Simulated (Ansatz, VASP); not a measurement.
# InAs in two plane-wave programs, part 2 of 2

Aim: how closely do two programs agree when they are given the same cell, functional and k mesh? The cell is taken from a series of VASP runs on this material, whose earlier steps may have relaxed, scaled or displaced it; both programs get it as it stands.

VASP 6.6.1 and Ansatz 0.2.0.

So far: Set-up; Ansatz: zone-centre phonons, r2SCAN; VASP: zone-centre phonons, r2SCAN.

## Step 3: VASP: zone-centre phonons, r2SCAN (continued)

Level of this step: r2SCAN; plane waves and PAW (In_d, As) (VASP).

Numbers of over 12 decimals in the logs are rounded to 6 here.

Parts of OUTCAR (step 3):

```text
ion  position               nearest neighbor table
   1  0.000  0.000  0.000-   2 2.65   2 2.65   2 2.65   2 2.65
   2  0.750  0.750  0.750-   1 2.65   1 2.65   1 2.65   1 2.65

  LATTYP: Found a face centered cubic cell.
 ALAT       =     6.1091484390

 Subroutine GETGRP returns: Found 24 space group operations
 (whereof 24 operations were pure point group operations)

The static configuration has the point symmetry T_d .

 Found     16 irreducible k-points:

   k-points           NKPTS =     16   k-points in BZ     NKDIM =     16   number of bands    NBANDS=     15

   dimension x,y,z NGX =    30 NGY =   30 NGZ =   30
   dimension x,y,z NGXF=    60 NGYF=   60 NGZF=   60

   ENCUT  =  450.0 eV  33.07 Ry    5.75 a.u.   7.47  7.47  7.47*2*pi/ulx,y,z

   NELECT =      18.0000    total number of electrons

 k-points in reciprocal lattice and weights: Automatic mesh
   0.00000000  0.00000000  0.00000000       0.005
   0.16666667  0.00000000  0.00000000       0.037
   0.33333333  0.00000000  0.00000000       0.037
   0.50000000  0.00000000  0.00000000       0.019
   0.16666667  0.16666667  0.00000000       0.028
   0.33333333  0.16666667  0.00000000       0.111
   0.50000000  0.16666667  0.00000000       0.111
  -0.33333333  0.16666667  0.00000000       0.111
  -0.16666667  0.16666667  0.00000000       0.056
[...]
-0.33333333  0.33333333  0.16666667       0.111
  -0.33333333  0.50000000  0.16666667       0.056

 average (electrostatic) potential at core
       1-102.4800       2 -54.4111

 E-fermi :   4.0272

 k-point     1 :       0.0000    0.0000    0.0000
  band No.  band energies     occupation
    ...
      5     -10.6958      2.00000
      6      -8.1264      2.00000
      7       3.9430      1.99993
      8       3.9734      1.98877
      9       4.0024      1.75737
     10       4.0514      0.25393
     11       8.2043      0.00000
     12       8.2249      0.00000
     13       8.2473      0.00000
     14      11.9165      0.00000
    ...

 k-point     2 :       0.1667    0.0000    0.0000
  band No.  band energies     occupation
    ...
      5     -10.6957      2.00000
      6      -7.8456      2.00000
      7       1.5539      2.00000
      8       3.6413      2.00000
      9       3.6843      2.00000
     10       5.4598      0.00000
     11       8.5998      0.00000
     12       8.6505      0.00000
     13       8.6895      0.00000
     14      13.0157      0.00000
    ...

 k-point     3 :       0.3333    0.0000    0.0000
  band No.  band energies     occupation
    ...
      5     -10.6923      2.00000
      6      -7.1536      2.00000
      7      -0.7015      2.00000
      8       3.1704      2.00000
      9       3.2186      2.00000
     10       5.3530      0.00000
     11       8.9903      0.00000
     12       9.0622      0.00000
     13      10.4592      0.00000
     14      12.5925      0.00000
    ...

  Total        0.0033762      0.0032082      0.0032082      0.0000000     -0.1080457      0.0000000
  in kB        0.0948974      0.0901757      0.0901757      0.0000000     -3.0369388      0.0000000
  external PRESSURE =       0.0917496 kB  Pullay stress =       0.0000000 kB

  energy-cutoff  :      450.00
  volume of cell :       57.00
      direct lattice vectors                 reciprocal lattice vectors
     0.000000000  3.054574220  3.054574220    -0.163688935  0.163688935  0.163688935
     3.054574220  0.000000000  3.054574220     0.163688935 -0.163688935  0.163688935
     3.054574220  3.054574220  0.000000000     0.163688935  0.163688935 -0.163688935

 POSITION                                       TOTAL-FORCE (eV/Angst)
 -----------------------------------------------------------------------------------
      0.00000      0.00000      0.00000        -0.108705     -0.000000     -0.000000
      4.56686      4.58186      4.58186         0.108705      0.000000      0.000000
 -----------------------------------------------------------------------------------
    total drift:                               -0.000037     -0.000006     -0.000006

  FREE ENERGIE OF THE ION-ELECTRON SYSTEM (eV)
  ---------------------------------------------------
  free  energy   TOTEN  =       -38.0436746625 eV

  energy  without entropy=      -38.0435910142  energy(sigma->0) =      -38.04363284

 Eigenvectors and eigenvalues of the dynamical matrix
 ----------------------------------------------------

   1 f  =    6.256920 THz    39.313387 2PiTHz  208.708379 cm-1    25.876529 meV
             X         Y         Z           dx          dy          dz
      0.000000  0.000000  0.000000     0.000000    0.629354    0.000000
      4.581861  4.581861  4.581861     0.000000   -0.777119    0.000000

   2 f  =    6.256920 THz    39.313387 2PiTHz  208.708379 cm-1    25.876529 meV
             X         Y         Z           dx          dy          dz
      0.000000  0.000000  0.000000    -0.629354    0.000000    0.000000
      4.581861  4.581861  4.581861     0.777119    0.000000    0.000000

   3 f  =    6.256920 THz    39.313387 2PiTHz  208.708379 cm-1    25.876529 meV
             X         Y         Z           dx          dy          dz
      0.000000  0.000000  0.000000     0.000000    0.000000   -0.629354
      4.581861  4.581861  4.581861     0.000000    0.000000    0.777119

   4 f/i=    0.007832 THz     0.049207 2PiTHz    0.261234 cm-1     0.032389 meV
             X         Y         Z           dx          dy          dz
      0.000000  0.000000  0.000000     0.777119    0.000000    0.000000
      4.581861  4.581861  4.581861     0.629354    0.000000    0.000000

   5 f/i=    0.007832 THz     0.049207 2PiTHz    0.261234 cm-1     0.032389 meV
             X         Y         Z           dx          dy          dz
      0.000000  0.000000  0.000000     0.000000   -0.777119    0.000000
      4.581861  4.581861  4.581861     0.000000   -0.629354    0.000000

   6 f/i=    0.007832 THz     0.049207 2PiTHz    0.261234 cm-1     0.032389 meV
             X         Y         Z           dx          dy          dz
      0.000000  0.000000  0.000000     0.000000    0.000000    0.777119
      4.581861  4.581861  4.581861     0.000000    0.000000    0.629354

 ELASTIC MODULI CONTR FROM IONIC RELAXATION (kBar)
 Direction    XX          YY          ZZ          XY          YZ          ZX
 --------------------------------------------------------------------------------
 XX          -0.0000     -0.0000      0.0000     -0.0000      0.0000      0.0000
 YY          -0.0000     -0.0000     -0.0000     -0.0000     -0.0000      0.0000
 ZZ           0.0000     -0.0000     -0.0000      0.0000     -0.0000      0.0000
 XY          -0.0000     -0.0000      0.0000   -200.3330     -0.0000      0.0000
 YZ           0.0000     -0.0000     -0.0000     -0.0000   -200.3330     -0.0000
 ZX           0.0000      0.0000      0.0000      0.0000     -0.0000   -200.3330
 --------------------------------------------------------------------------------

 total charge
# of ion       s       p       d       tot
------------------------------------------
    1        0.831   0.736   9.888  11.455
    2        1.212   1.601   0.021   2.834
--------------------------------------------------
tot          2.043   2.337   9.909  14.289

[... 3 further parts left out ...]
```

CONTCAR:

```
InAs
   1.00000000000000
     0.0000000000000000    3.0545742195000001    3.0545742195000001
     3.0545742195000001    0.0000000000000000    3.0545742195000001
     3.0545742195000001    3.0545742195000001    0.0000000000000000
  In              As
     1     1
Direct
     0.0000000000000000    0.0000000000000000    0.0000000000000000
     0.7524553340207354    0.7475446659792644    0.7475446659792643
```

## Step 4: Side by side

Known differences besides the potentials themselves: VASP keeps PBE cores, Ansatz makes them for the functional; the data sets hold 28 valence electrons in Ansatz (default PAW (the set named soft_2) files) and 18 in VASP; the cutoff is 500 eV in Ansatz and 450 eV in VASP; VASP uses finite displacements, Ansatz perturbation theory. Total energies have different zeros and are not compared.

The two programs side by side:

```csv
quantity,Ansatz,VASP,difference
optical mode 1 to 3 (cm⁻¹),208.2,208.7,-0.24 %
```

Modes are paired by rising frequency and degeneracy, not by their patterns, so a pair may still set unlike modes beside each other.

## Step 5: Outcome

```
r.m.s. difference of the optical zone-centre modes, each program's sorted by frequency (zone-centre phonons, r2SCAN) : 0.51 cm⁻¹
```

In words: The r.m.s. difference of the optical zone-centre modes, each program's sorted by frequency is 0.51 cm⁻¹ (zone-centre phonons, r2SCAN). How closely two codes agree says nothing of how well the functional describes the real material.

[Lines on the potential files, build, host, timing and source positions are cut from VASP's logs without a mark.]

[Logs are printed without paths, hosts, clocks, repeated set-up lines and the standing remarks that a program may print on its own settings, such as how far it seeks lower states.]

[Hosts, paths, dates, database ids (printed as entryN), source tags and the programs' standing remarks are cut or masked in the printed files.]
